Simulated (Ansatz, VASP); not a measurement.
# CdTe: VASP beside Ansatz

```
Cd Te
1.0
     0.00000    2.85547    4.03764
     2.85547    0.00000    4.03764
     2.85547    2.85547    0.00000
Cd Te
1 1
Direct
  0.00000 0.00000 0.00000
  0.75000 0.75000 0.75000
```

Alike in both runs: task single point; functional PBE; k mesh 8 × 8 × 8; occupations gaussian, width 0.05 eV; no spin polarisation.

|  | VASP | Ansatz |
| --- | --- | --- |
| version | VASP 6.6.1 | Ansatz 0.2.0 |
| potentials or method | VASP PAW PBE potentials, release 64 (Cd, Te) | scalar-relativistic, plane waves, PAW |
| plane-wave cutoff (eV) | 520 | 420 |
| valence electrons in the cell | 18 | 36 |

Ansatz gave:

| Property | Result |
| --- | --- |
| gap on the k mesh at the Fermi level (eV) | none |
| pressure (GPa) | 2.5 |
| largest component of the traceless stress (GPa) | 6.51 |

**Question.** What did VASP give for the same quantities?

**Answer.** gap on the k mesh at the Fermi level (eV): none; pressure (GPa): 2.7; largest component of the traceless stress (GPa): 6.48.

A gap of «none» marks a metal or a gap that the smearing closes. The two sets of potentials don't hold the same shells in valence.

The runs have no spin-orbit coupling, so splittings on Te are missing.
